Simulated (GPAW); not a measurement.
# CdO (Monteponite) (Fm-3m) in GPAW: single point with PBE

Aim: the single point of CdO (Monteponite) with PBE.

Everything below comes from runs of GPAW 26.7.0. Logs are shortened: lines on timing, memory, paths and dates and some standing lists are left out, and cuts for length are marked. The log counts tension as positive stress, the text compression.

### 1 Starting point

It takes space group Fm-3m (No. 225, cubic). The conventional cell has a = 4.699 Å, b = 4.699 Å, c = 4.699 Å, α = 90.00°, β = 90.00°, γ = 90.00°. Cd (site symmetry m-3m) has 6 O at 2.35 Å as nearest neighbours. O (site symmetry m-3m) is surrounded by 6 Cd at 2.35 Å.

### 2 Single point, PBE

Contents of run.py:

```python
import spglib
from ase import Atoms
from ase.dft.bandgap import bandgap
from ase.io import read, write
from ase.units import GPa
from gpaw import GPAW, PW

atoms = read('CdO.cif')
cell, positions, numbers = spglib.find_primitive(
    (atoms.cell[:], atoms.get_scaled_positions(), atoms.numbers), symprec=1e-4)
atoms = Atoms(numbers, cell=cell, scaled_positions=positions, pbc=True)

calc = GPAW(mode=PW(1200),
            xc='PBE',
            kpts={'size': (8, 8, 8), 'gamma': True},
            occupations={'name': 'fermi-dirac', 'width': 0.05},
            nbands=18,
            convergence={'density': 1e-05, 'energy': 1e-05},
            maxiter=80,
            txt='gpaw.txt')
atoms.calc = calc
energy = atoms.get_potential_energy()
forces = atoms.get_forces()
stress = atoms.get_stress()
calc.write('gs.gpw')
write('result.traj', atoms)
print(f'Energy: {energy:.6f} eV')
print('Forces (eV/A):')
print(forces.round(4))
print('Stress (GPa):', (stress / GPa).round(3))
print('Fermi level:', round(calc.get_fermi_level(), 4), 'eV')
print(f'Gap: {bandgap(calc)[0]:.4f} eV, direct: {bandgap(calc, direct=True)[0]:.4f} eV')
```

Contents of CdO.cif:

```cif
data_CdO
_cell_length_a 4.69900000
_cell_length_b 4.69900000
_cell_length_c 4.69900000
_cell_angle_alpha 90.00000000
_cell_angle_beta 90.00000000
_cell_angle_gamma 90.00000000
_space_group_name_H-M_alt 'Fm-3m'
_space_group_name_Hall '-F 4 2 3'
_space_group_IT_number 225
loop_
_space_group_symop_operation_xyz
'x,y,z'
'-x,-y,-z'
'-y,x,z'
'y,-x,-z'
'-x,-y,z'
'x,y,-z'
'y,-x,z'
'-y,x,-z'
'x,-y,-z'
'-x,y,z'
'-y,-x,-z'
'y,x,z'
'-x,y,-z'
'x,-y,z'
'y,x,-z'
'-y,-x,z'
'z,x,y'
'-z,-x,-y'
'z,-y,x'
'-z,y,-x'
'z,-x,-y'
'-z,x,y'
'z,y,-x'
'-z,-y,x'
'-z,x,-y'
'z,-x,y'
'-z,-y,-x'
'z,y,x'
'-z,-x,y'
'z,x,-y'
'-z,y,x'
'z,-y,-x'
'y,z,x'
'-y,-z,-x'
'x,z,-y'
'-x,-z,y'
'-y,z,-x'
'y,-z,x'
'-x,z,y'
'x,-z,-y'
'-y,-z,x'
'y,z,-x'
'-x,-z,-y'
'x,z,y'
'y,-z,-x'
'-y,z,x'
'x,-z,y'
'-x,z,-y'
'x,y+1/2,z+1/2'
'-x,-y+1/2,-z+1/2'
'-y,x+1/2,z+1/2'
'y,-x+1/2,-z+1/2'
[... 63 lines left out ...]
'-z+1/2,y,-x+1/2'
'z+1/2,-x,-y+1/2'
'-z+1/2,x,y+1/2'
'z+1/2,y,-x+1/2'
'-z+1/2,-y,x+1/2'
'-z+1/2,x,-y+1/2'
'z+1/2,-x,y+1/2'
'-z+1/2,-y,-x+1/2'
'z+1/2,y,x+1/2'
'-z+1/2,-x,y+1/2'
'z+1/2,x,-y+1/2'
'-z+1/2,y,x+1/2'
'z+1/2,-y,-x+1/2'
'y+1/2,z,x+1/2'
'-y+1/2,-z,-x+1/2'
'x+1/2,z,-y+1/2'
'-x+1/2,-z,y+1/2'
'-y+1/2,z,-x+1/2'
'y+1/2,-z,x+1/2'
'-x+1/2,z,y+1/2'
'x+1/2,-z,-y+1/2'
'-y+1/2,-z,x+1/2'
'y+1/2,z,-x+1/2'
'-x+1/2,-z,-y+1/2'
'x+1/2,z,y+1/2'
'y+1/2,-z,-x+1/2'
'-y+1/2,z,x+1/2'
'x+1/2,-z,y+1/2'
'-x+1/2,z,-y+1/2'
'x+1/2,y+1/2,z'
'-x+1/2,-y+1/2,-z'
'-y+1/2,x+1/2,z'
'y+1/2,-x+1/2,-z'
'-x+1/2,-y+1/2,z'
'x+1/2,y+1/2,-z'
'y+1/2,-x+1/2,z'
'-y+1/2,x+1/2,-z'
'x+1/2,-y+1/2,-z'
'-x+1/2,y+1/2,z'
'-y+1/2,-x+1/2,-z'
'y+1/2,x+1/2,z'
'-x+1/2,y+1/2,-z'
'x+1/2,-y+1/2,z'
'y+1/2,x+1/2,-z'
'-y+1/2,-x+1/2,z'
'z+1/2,x+1/2,y'
'-z+1/2,-x+1/2,-y'
'z+1/2,-y+1/2,x'
'-z+1/2,y+1/2,-x'
'z+1/2,-x+1/2,-y'
'-z+1/2,x+1/2,y'
'z+1/2,y+1/2,-x'
'-z+1/2,-y+1/2,x'
'-z+1/2,x+1/2,-y'
'z+1/2,-x+1/2,y'
'-z+1/2,-y+1/2,-x'
'z+1/2,y+1/2,x'
'-z+1/2,-x+1/2,y'
'z+1/2,x+1/2,-y'
'-z+1/2,y+1/2,x'
'z+1/2,-y+1/2,-x'
'y+1/2,z+1/2,x'
'-y+1/2,-z+1/2,-x'
'x+1/2,z+1/2,-y'
'-x+1/2,-z+1/2,y'
'-y+1/2,z+1/2,-x'
'y+1/2,-z+1/2,x'
'-x+1/2,z+1/2,y'
'x+1/2,-z+1/2,-y'
'-y+1/2,-z+1/2,x'
'y+1/2,z+1/2,-x'
'-x+1/2,-z+1/2,-y'
'x+1/2,z+1/2,y'
'y+1/2,-z+1/2,-x'
'-y+1/2,z+1/2,x'
'x+1/2,-z+1/2,y'
'-x+1/2,z+1/2,-y'
loop_
_atom_site_label
_atom_site_type_symbol
_atom_site_symmetry_multiplicity
_atom_site_Wyckoff_symbol
_atom_site_fract_x
_atom_site_fract_y
_atom_site_fract_z
_atom_site_occupancy
Cd1 Cd 4 a 0.0000000000 0.0000000000 0.0000000000 1
O1 O 4 b 0.5000000000 0.0000000000 0.0000000000 1
```

Potentials or basis: GPAW PAW data sets (gpaw-data 1.2.1), pw.

The run is started by

```
$ OMP_NUM_THREADS=1 python run.py
```

gpaw.txt:

```text
__  _  _
 | _ |_)|_||  |
 |__||  | ||/\| - 26.7.0

Input parameters:
  mode=PW(ecut=1200.0),
  convergence={'density': 1e-05, 'energy': 1e-05},
  kpts=MonkhorstPack(size=(8, 8, 8), gamma=True),
  maxiter=80,
  nbands=18,
  occupations=Occupations(name='fermi-dirac', width=0.05),
  xc=XC(name='PBE')

Diagonalizing LCAO Hamiltonian
Converting LCAO to pw mode

               O

       Cd

Atoms  # Å, Bohr magnetons
|   | symbol |        x |        y |        z |    initial magnetic moments |
|---|--------|----------|----------|----------|-----------------------------|
| 0 |     Cd | 0.000000 | 0.000000 | 0.000000 | ( 0.0000,  0.0000,  0.0000) |
| 1 |      O | 2.349500 | 2.349500 | 2.349500 | ( 0.0000,  0.0000,  0.0000) |

Unit cell  # Å
| periodic |        x |        y |        z |  lengths |    angles |
|----------|----------|----------|----------|----------|-----------|
|      yes | 0.000000 | 2.349500 | 2.349500 | 3.322695 | 60.000000 |
|      yes | 2.349500 | 0.000000 | 2.349500 | 3.322695 | 60.000000 |
|      yes | 2.349500 | 2.349500 | 0.000000 | 3.322695 | 60.000000 |

Number of symmetries: 48
Symmetry operations  # r_c * U_cc + t_c -> r_c
|    | kind |            matrix            |
|----|------|------------------------------|
|  0 |  σ   |  1, 0, 0,  1, 0,-1,  1,-1, 0 |
|  1 |  C2  |  1, 0, 0,  1,-1, 0,  1, 0,-1 |
|  2 |  E   |  1, 0, 0,  0, 1, 0,  0, 0, 1 |
|  3 |  σ   |  1, 0, 0,  0, 0, 1,  0, 1, 0 |
|  4 |  C4  |  1, 0,-1,  1, 0, 0,  1,-1, 0 |
|  5 |  S6  |  1, 0,-1,  1,-1, 0,  1, 0, 0 |
|  6 |  σ   |  1, 0,-1,  0, 1,-1,  0, 0,-1 |
|  7 |  C3  |  1, 0,-1,  0, 0,-1,  0, 1,-1 |
|  8 |  S6  |  1,-1, 0,  1, 0, 0,  1, 0,-1 |
|  9 |  C4  |  1,-1, 0,  1, 0,-1,  1, 0, 0 |
| 10 |  C3  |  1,-1, 0,  0,-1, 1,  0,-1, 0 |
| 11 |  σ   |  1,-1, 0,  0,-1, 0,  0,-1, 1 |
| 12 |  σ   |  0, 1, 0,  1, 0, 0,  0, 0, 1 |
| 13 |  C4  |  0, 1, 0,  0, 1,-1, -1, 1, 0 |
| 14 |  C3  |  0, 1, 0,  0, 0, 1,  1, 0, 0 |
| 15 |  S6  |  0, 1, 0, -1, 1, 0,  0, 1,-1 |
| 16 |  C2  |  0, 1,-1,  1, 0,-1,  0, 0,-1 |
| 17 |  σ   |  0, 1,-1,  0, 1, 0, -1, 1, 0 |
| 18 |  S4  |  0, 1,-1,  0, 0,-1,  1, 0,-1 |
| 19 |  C4  |  0, 1,-1, -1, 1, 0,  0, 1, 0 |
| 20 |  C3  |  0, 0, 1,  1, 0, 0,  0, 1, 0 |
| 21 |  σ   |  0, 0, 1,  0, 1, 0,  1, 0, 0 |
| 22 |  S6  |  0, 0, 1,  0,-1, 1, -1, 0, 1 |
| 23 |  C4  |  0, 0, 1, -1, 0, 1,  0,-1, 1 |
| 24 |  S4  |  0, 0,-1,  1, 0,-1,  0, 1,-1 |
| 25 |  C3  |  0, 0,-1,  0, 1,-1,  1, 0,-1 |
| 26 |  C2  |  0, 0,-1,  0,-1, 0, -1, 0, 0 |
| 27 |  S6  |  0, 0,-1, -1, 0, 0,  0,-1, 0 |
| 28 |  S4  |  0,-1, 1,  1,-1, 0,  0,-1, 0 |
| 29 |  C4  |  0,-1, 1,  0, 0, 1, -1, 0, 1 |
| 30 |  C2  |  0,-1, 1,  0,-1, 0,  1,-1, 0 |
| 31 |  σ   |  0,-1, 1, -1, 0, 1,  0, 0, 1 |
| 32 |  C3  |  0,-1, 0,  1,-1, 0,  0,-1, 1 |
| 33 |  S6  |  0,-1, 0,  0, 0,-1, -1, 0, 0 |
| 34 |  S4  |  0,-1, 0,  0,-1, 1,  1,-1, 0 |
| 35 |  C2  |  0,-1, 0, -1, 0, 0,  0, 0,-1 |
| 36 |  C2  | -1, 1, 0,  0, 1, 0,  0, 1,-1 |
| 37 |  S6  | -1, 1, 0,  0, 1,-1,  0, 1, 0 |
| 38 |  S4  | -1, 1, 0, -1, 0, 1, -1, 0, 0 |
| 39 |  C3  | -1, 1, 0, -1, 0, 0, -1, 0, 1 |
| 40 |  S6  | -1, 0, 1,  0, 0, 1,  0,-1, 1 |
| 41 |  C2  | -1, 0, 1,  0,-1, 1,  0, 0, 1 |
| 42 |  C3  | -1, 0, 1, -1, 1, 0, -1, 0, 0 |
| 43 |  S4  | -1, 0, 1, -1, 0, 0, -1, 1, 0 |
| 44 |  C2  | -1, 0, 0,  0, 0,-1,  0,-1, 0 |
| 45 |  i   | -1, 0, 0,  0,-1, 0,  0, 0,-1 |
| 46 |  σ   | -1, 0, 0, -1, 1, 0, -1, 0, 1 |
| 47 |  C2  | -1, 0, 0, -1, 0, 1, -1, 1, 0 |

BZ-sampling:
  Number of BZ points: 512
  Number of IBZ points: 29

  Monkhorst-Pack size: [8, 8, 8]
  Monkhorst-Pack shift: [0.0625, 0.0625, 0.0625]

[... 59 lines left out ...]
    |    s |        |      21.556 |    1.191 |
    |    p |        |      26.026 |    1.228 |
    |    d |        |      15.473 |    1.164 |

    Using partial waves for Cd as LCAO basis

  O:
    name:    Oxygen
    Z:       8.0
    valence: 6
    core:    2
    charge:  0.0  # [|e|]
    compensation charges:
      type: gauss
      rc: 0.21  # [Å]
      lmax: 2
    cutoffs:
      filter: 1.17  # [Å]
      core: 0.83  # [Å]
    projectors
    | kind |    occ | energy [eV] | rcut [Å] |
    |------|--------|-------------|----------|
    |   2s |  2.000 |     -23.961 |    0.688 |
    |   2p |  4.000 |      -9.029 |    0.598 |
    |    s |        |       3.251 |    0.688 |
    |    p |        |      18.182 |    0.598 |
    |    d |        |       0.000 |    0.619 |

    Using partial waves for O as LCAO basis

Reference energy: -154213.970638  # eV

eigensolver:
  PPCG
  Converge bands: occupied
  niter=2

density mixing:
  MSR1-Mixer
  Pratt-step length: 0.05
  Maximum mixing coefficient: 0.75
  Old densities: 10
  SVD Regularization: 0.005
  Good broyden scale: 1.0
  Trust region scale: 1.0
  Backstep threshold: 4.0
  History deletion threshold: 6.0
  Fourier metric: weight=20.0, sigma=0.015

occupation numbers:
  Fermi-Dirac:
    width: 0.0500  # eV

poisson solver:
  ecut: 9600.0  # eV

xc functional:
  name: PBE with 2 nearest neighbor stencil

convergence criteria:
- Maximum integral of absolute [dens]ity change: 1e-05 electrons / valence electron
- Maximum [total energy] change in last 3 cyles: 1e-05 eV / valence electron
- Maximum integral of absolute [eigenst]ate change: 4e-08 eV^2 / valence electron
maximum number of iterations: 80

SCF iterations
|iter     | |      energy | eigst |  dens |
|---------|-|-------------|-------|-------|
|iter:   1| |   -9.912959 | -0.39 |       |
|iter:   2| |   -9.373811 | -2.16 | -0.95 |
|iter:   3| |   -8.169358 | -1.09 | -1.01 |
|iter:   4| |   -8.155600 | -3.32 | -1.51 |
|iter:   5| |   -8.150672 | -3.44 | -1.75 |
|iter:   6| |   -8.150729 | -5.27 | -2.95 |
|iter:   7| |   -8.150743c| -6.29 | -3.34 |
|iter:   8| |   -8.150743c| -8.26c| -4.34 |
|iter:   9| |   -8.150743c| -8.00c| -4.95 |
|iter:  10| |   -8.150743c| -9.26c| -5.96c|

Converged in 10 steps
Energy contributions relative to reference atoms: (reference = -154213.970638)

Energy contributions:
  Kinetic:          29.091168
  Coulomb:         -25.760639
  Zero:              0.191951
  External:          0.000000
  Xc:              -11.672760
  Entropy:          -0.000925
  Spinorbit:         0.000000
  ----------------------------
  Free energy:      -8.151205
  Extrapolated:     -8.150743

dipole moment: (-15.257969, -15.257969, -15.257969)  # |e|*Ang

Fermi level: 6.548
Eigenvalues  # (at kpt = [0.000, 0.000, 0.000])
| band index |      eig [eV] | occ [0-2] |
|------------|---------------|-----------|
|          0 |       -10.960 |     2.000 |
|        ... |               |           |
|          2 |        -0.243 |     2.000 |
|          3 |        -0.243 |     2.000 |
|          4 |         0.054 |     2.000 |
|          5 |         0.054 |     2.000 |
|          6 |         5.004 |     2.000 |
|          7 |         5.004 |     2.000 |
[... 8 lines left out ...]
|         16 |        24.532 |     0.000 |
|         17 |        29.626 |     0.000 |

No gap
No difference between direct/indirect transitions

Forces  # eV/Ang
|        x |        y |        z |
|----------|----------|----------|
|  0.00000 | -0.00000 | -0.00000 |  # Cd   0
| -0.00000 | -0.00000 |  0.00000 |  # O    1

Stress tensor  # eV/Ang^3
|         x |         y |         z |
|-----------|-----------|-----------|
| -0.035250 | -0.000000 |  0.000000 |
| -0.000000 | -0.035250 | -0.000000 |
|  0.000000 | -0.000000 | -0.035250 |

# Writing to gs.gpw (mode='')
```

Run time: 11 s. Hardware: 1 thread of AMD EPYC 9R45 (Zen 5), shared host; peak memory 0.19 GiB.

Results:

- Free energy: -8.1512 eV
- Pressure: 5.6 GPa
- Band gap on the k mesh: none (metal or under the smearing width)

Caveat: this crystal is a semiconductor, whose small gap the functional closes, so the metal is an error of the method.
